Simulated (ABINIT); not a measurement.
# A GW chain in ABINIT: GaP (F-43m)

How does a plane-wave GW calculation on GaP (F-43m) run from the first input to the gap?

Program: ABINIT 10.8.3. Level of theory: PBE and many-body steps on it, plane waves. Results are calculated unless marked as measured.

**Experimental background.**

- Gap 2.25 ± 0.04 eV: optical gap from Tauc plot (fundamental, indirect); spectroscopic ellipsometry, Tauc-Lorentz fit and Tauc plot; 300 K; film (GaP layer on Si reference sample) on Si (“Assessment of GaPSb/Si tandem material association properties for photoelectrochemical cells”, 2020, arxiv:2002.02774).

## 1. The starting structure

It takes space group F-43m (No. 216, cubic). Conventional cell: a = 5.450 Å, b = 5.450 Å, c = 5.450 Å, α = 90.00°, β = 90.00°, γ = 90.00°. Nearest to Ga lie 4 P at 2.36 Å. Nearest to P lie 4 Ga at 2.36 Å. Farther neighbours are not listed.

The cell and positions come from the Crystallography Open Database and are kept as given unless a step says otherwise.

## 2. Ground state

This step: ABINIT 10.8.3; DFT, PBE, plane waves, norm-conserving pseudopotentials.

The ground-state density comes first.

run.abi reads:

```
acell 3*1.0 Angstrom
rprim 
  0.000000000000 2.725250000000 2.725250000000
  2.725250000000 0.000000000000 2.725250000000
  2.725250000000 2.725250000000 0.000000000000
ntypat 2
znucl 31 15
natom 2
typat 1 2
xred 
  0.000000000000 0.000000000000 0.000000000000
  0.250000000000 0.250000000000 0.250000000000
pp_dirpath "pseudos"
pseudos "Ga.upf, P.upf"
ecut 45
ngkpt 6 6 6
nshiftk 1
shiftk 0 0 0
kptopt 1
chksymbreak 0
nband 18
occopt 1
tolvrs 1e-10
nstep 60
prtwf 0
optforces 0
optstress 0
indata_prefix "in"
outdata_prefix "out"
tmpdata_prefix "tmp"
```

Command:

```sh
$ OMP_NUM_THREADS=1 mpirun -n 8 abinit run.abi > log
```

Numbers of over 12 decimals in the logs are rounded to 6 here.

Output:

```text
.Version 10.8.3 of ABINIT. v10.8.2 released Aug 2026.

 Symmetries : space group F-4 3 m (#216); Bravais cF (face-center cubic)
================================================================================
 Values of the parameters that define the memory need of the present run
     intxc =       0    ionmov =       0      iscf =       7    lmnmax =       6
     lnmax =       6     mgfft =      45  mpssoang =       3    mqgrid =    3001
     natom =       2  nloc_mem =       1    nspden =       1   nspinor =       1
    nsppol =       1      nsym =      24    n1xccc =    2501    ntypat =       2
    occopt =       1   xclevel =       2
-    mband =          18        mffmem =           1         mkmem =           2
       mpw =        3954          nfft =       91125          nkpt =          16
================================================================================
  Rough estimation (10% accuracy) of disk space for files :
================================================================================

--------------------------------------------------------------------------------
------------- Echo of variables that govern the present computation ------------
--------------------------------------------------------------------------------
 -outvars: echo values of preprocessed input variables --------
            acell      1.8897261259E+00  1.8897261259E+00  1.8897261259E+00 Bohr

      chksymbreak           0
             ecut      4.50000000E+01 Hartree
-          fftalg         312

              ixc     -101130
              kpt      0.00000000E+00  0.00000000E+00  0.00000000E+00
                       1.66666667E-01  0.00000000E+00  0.00000000E+00
                       3.33333333E-01  0.00000000E+00  0.00000000E+00
                       5.00000000E-01  0.00000000E+00  0.00000000E+00
                       1.66666667E-01  1.66666667E-01  0.00000000E+00
                       3.33333333E-01  1.66666667E-01  0.00000000E+00
                       5.00000000E-01  1.66666667E-01  0.00000000E+00
                      -3.33333333E-01  1.66666667E-01  0.00000000E+00
                      -1.66666667E-01  1.66666667E-01  0.00000000E+00
   [... 5 further rows ...]
                      -3.33333333E-01  3.33333333E-01  1.66666667E-01
                      -3.33333333E-01  5.00000000E-01  1.66666667E-01
         kptrlatt        6    0    0      0    6    0      0    0    6
          kptrlen      4.36989965E+01
P           mkmem           2
            natom           2
            nband          18
            ngfft          45      45      45
             nkpt          16
            nstep          60
             nsym          24
           ntypat           2
              occ      2.000000  2.000000  2.000000  2.000000  2.000000  2.000000
                       2.000000  2.000000  2.000000  2.000000  2.000000  2.000000
                       2.000000  0.000000  0.000000  0.000000  0.000000  0.000000
        optforces           0
        optstress           0
            prtwf           0
            rprim      0.0000000000E+00  2.7252500000E+00  2.7252500000E+00
[...]
spgroup         216

           tolvrs      1.00000000E-10

             xred      0.0000000000E+00  0.0000000000E+00  0.0000000000E+00
[...]
znucl       31.00000   15.00000

================================================================================

 chkinp: Checking input parameters for consistency.

================================================================================
== DATASET  1 ==================================================================
-   mpi_nproc: 8, omp_nthreads: 1 (-1 if OMP is not activated)

--- !DatasetInfo
iteration_state: {dtset: 1, }
dimensions: {natom: 2, nkpt: 16, mband: 18, nsppol: 1, nspinor: 1, nspden: 1, mpw: 3954, }
cutoff_energies: {ecut:  45.0, pawecutdg:  -1.0, }
electrons: {nelect:   2.60000000E+01, charge:   0.00000000E+00, occopt:   1.00000000E+00, tsmear:   1.00000000E-02, }

 Real(R)+Recip(G) space primitive vectors, cartesian coordinates (Bohr,Bohr^-1):
 R(1)=  0.0000000  5.1499761  5.1499761  G(1)= -0.0970878  0.0970878  0.0970878
 R(2)=  5.1499761  0.0000000  5.1499761  G(2)=  0.0970878 -0.0970878  0.0970878
 R(3)=  5.1499761  5.1499761  0.0000000  G(3)=  0.0970878  0.0970878 -0.0970878
 Unit cell volume ucvol=  2.7317795E+02 bohr^3
 Angles (23,13,12)=  6.00000000E+01  6.00000000E+01  6.00000000E+01 degrees

 getcut: wavevector=  0.0000  0.0000  0.0000  ngfft=  45  45  45
         ecut(hartree)=     45.000   => boxcut(ratio)=   2.00060

--- Pseudopotential description ------------------------------------------------
- Ga Generated using ONCVPSP code by D. R. Hamann
- 31.00000  21.00000  171031                  znucl, zion, pspdat
12 -101130 2 -1 1902                          pspcod,pspxc,lmax,lloc,mmax
     nproj     2     2     2
  pspatm : epsatm=   21.85474337
         --- l  ekb(1:nproj) -->
[...]
pspatm: atomic psp has been read  and splines computed

- P Generated using ONCVPSP code by D. R. Hamann
- 15.00000   5.00000  171031                  znucl, zion, pspdat
12 -101130 2 -1 1298                          pspcod,pspxc,lmax,lloc,mmax
     nproj     2     2     2
  pspatm : epsatm=    8.05910421
         --- l  ekb(1:nproj) -->
[...]
2   -3.154982   -0.827415
 pspatm: atomic psp has been read  and splines computed

   7.77760037E+02                                ecore*ucvol(ha*bohr**3)
--------------------------------------------------------------------------------

_setup2: Arith. and geom. avg. npw (full set) are    3936.912    3936.882

================================================================================

--- !BeginCycle
iteration_state: {dtset: 1, }
solver: {iscf: 7, nstep: 60, nline: 4, wfoptalg: 0, }
tolerances: {tolvrs: 1.00E-10, }

     iter   Etot(hartree)      deltaE(h)  residm     vres2
 ETOT  1  -253.47344612516    -2.535E+02 6.286E-01 1.473E+03
 ETOT  2  -254.86649623915    -1.393E+00 4.203E-02 2.538E+03
 ETOT  3  -255.22892631884    -3.624E-01 4.163E-03 2.846E+02
 ETOT  4  -255.25406745181    -2.514E-02 6.442E-04 8.707E+01
 ETOT  5  -255.26511274506    -1.105E-02 3.715E-04 6.803E+00
 ETOT  6  -255.26616313106    -1.050E-03 8.009E-05 4.646E-01
 ETOT  7  -255.26623386666    -7.074E-05 7.952E-05 8.006E-04
 ETOT  8  -255.26623385521     1.145E-08 3.338E-05 1.070E-03
 ETOT  9  -255.26623401583    -1.606E-07 5.083E-05 2.289E-05
 ETOT 10  -255.26623401913    -3.306E-09 2.989E-05 3.149E-08
 ETOT 11  -255.26623401914    -1.705E-12 4.500E-05 3.563E-10
 ETOT 12  -255.26623401912     1.381E-11 2.495E-05 3.290E-11

 At SCF step   12       vres2   =  3.29E-11 < tolvrs=  1.00E-10 =>converged.

--- !ResultsGS
iteration_state: {dtset: 1, }
comment   : Summary of ground state results
lattice_vectors:
- [  0.0000000,   5.1499761,   5.1499761, ]
- [  5.1499761,   0.0000000,   5.1499761, ]
- [  5.1499761,   5.1499761,   0.0000000, ]
lattice_lengths: [   7.28317,    7.28317,    7.28317, ]
lattice_angles: [ 60.000,  60.000,  60.000, ] # degrees, (23, 13, 12)
lattice_volume:   2.7317795E+02
convergence: {deltae:  1.381E-11, res2:  3.290E-11, residm:  2.495E-05, diffor:  0.000E+00, }
etotal    :  -2.55266234E+02
entropy   :   0.00000000E+00
fermie    :   1.92100448E-01
cartesian_stress_tensor: null
pressure_GPa: null
xred      :
- [  0.0000E+00,   0.0000E+00,   0.0000E+00, Ga]
- [  2.5000E-01,   2.5000E-01,   2.5000E-01,  P]
cartesian_forces: null
force_length_stats: {min: null, max: null, mean: null, }

 Integrated electronic density in atomic spheres:
 ------------------------------------------------
 Atom  Sphere_radius  Integrated_density
    1        2.00000         18.81150345
    2        2.00000          2.80820700
================================================================================

 ----iterations are completed or convergence reached----

 Mean square residual over all n,k,spin=   11.137E-08; max=  24.953E-06
 reduced coordinates (array xred) for    2 atoms
       0.000000000000      0.000000000000      0.000000000000
       0.250000000000      0.250000000000      0.250000000000
 rms dE/dt=  0.0000E+00; max dE/dt=  0.0000E+00; dE/dt below (all hartree)
    1       0.000000000000      0.000000000000      0.000000000000
    2       0.000000000000      0.000000000000      0.000000000000

 cartesian coordinates (angstrom) at end:
    1      0.000000     0.000000     0.000000
    2      1.362625     1.362625     1.362625
 length scales=  1.889726125908  1.889726125908  1.889726125908 bohr
              =  1.000000000000  1.000000000000  1.000000000000 angstroms
 prteigrs : about to open file out_EIG
 Fermi (or HOMO) energy (hartree) =   0.19210   Average Vxc (hartree)=  -0.36114
 Eigenvalues (hartree) for nkpt=  16  k points:
 kpt#   1, nband= 18, wtk=  0.00463, kpt=  0.0000  0.0000  0.0000 (reduced coord)
  -5.08463   -3.27117   -3.27117   -3.27117   -0.34294   -0.34294   -0.34294   -0.33967
  -0.33967   -0.26715    0.19210    0.19210    0.19210    0.25859    0.33486    0.33486
   0.33486    0.51575
 prteigrs : prtvol=0 or 1, do not print more k-points.

--- !EnergyTerms
iteration_state     : {dtset: 1, }
comment             : Components of total free energy in Hartree
kinetic             :  1.22859797444836E+02
hartree             :  1.16283187155450E+02
xc                  : -2.79154862210297E+01
Ewald energy        : -1.11891406118336E+02
psp_core            :  2.84708204121500E+00
local_psp           : -2.99252003646601E+02
non_local_psp       : -5.81974046746575E+01
total_energy        : -2.55266234019123E+02
total_energy_eV     : -6.94614808945132E+03
band_energy         : -3.31822969686897E+01

== END DATASET(S) ==============================================================
================================================================================

 -outvars: echo values of variables after computation  --------
           etotal     -2.5526623402E+02
            nband          18
             nkpt          16
          spgroup         216
 [... the other variables as echoed above ...]

 Calculation completed.
```

It took 7.7 s on 8 MPI ranks of Intel Xeon Platinum 8488C (Sapphire Rapids), shared host; peak memory 0.68 GiB; 60 s of CPU time.

Numbers from this step:

```yaml
total_energy: -6946.1481 eV
gap: 1.653 eV
k_of_the_valence_top: 0, 0, 0
k_of_the_conduction_bottom: 0.5, 0.5, 0
least_direct_gap: 1.809 eV
```

The gap is indirect, with the least direct gap 0.16 eV higher.

[end of part 1 of 3]

[Paths, hosts, dates, memory and timing lines, banners, echoed tables and standing remarks are left out of the program output.]

[Logs are printed without paths, hosts, clocks, repeated set-up lines and the standing remarks that a program may print on its own settings, such as how far it seeks lower states.]

[Runs of the session that timed out or met a known fault of the program may be left out.]

[Hosts, paths, dates, database ids (printed as entryN), source tags and the programs' standing remarks are cut or masked in the printed files.]

[G0W0 gaps are taken among the corrected bands and points alone; a level outside them can change the order at an edge.]

[Where Ansatz stands beside ABINIT at settings called matched, ABINIT's density can come from a denser mesh and the files from another edition; pairs whose starting gaps differed by over 0.03 eV were left out, so agreement reads better than it is.]
